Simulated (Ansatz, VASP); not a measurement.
Two plane-wave programs on Au

```xyz
1
Lattice="0.0000 2.0789 2.0789 2.0789 0.0000 2.0789 2.0789 2.0789 0.0000" Properties=species:S:1:pos:R:3 pbc="T T T"
Au    0.0000    0.0000    0.0000
```

Alike in both runs: functional PBE; k mesh 16 × 16 × 16; occupations fermi-dirac, width 0.1 eV; no spin polarisation.

Ansatz relaxed the structure, and its values are those at the end. VASP's run is a single point on that final structure, the one shown.

|  | VASP | Ansatz |
| --- | --- | --- |
| version | VASP 6.6.1 | Ansatz 0.2.0 |
| potentials or method | VASP PAW PBE potentials, release 64 (Au) | PAW with Ansatz's default frozen-core files, scalar-relativistic |
| plane-wave cutoff (eV) | 520 | 420 |
| valence electrons in the cell | 11 | 19 |

|  | VASP | Ansatz | Ansatz less VASP |
| --- | --- | --- | --- |
| pressure (GPa) | -0.2 | 0.0 | +0.24 |

The functional is the same, so the differences come from potentials, cutoffs and numerics. The two sets of potentials don't hold the same shells in valence.

Spin-orbit coupling is left out, which matters for the levels of Au.
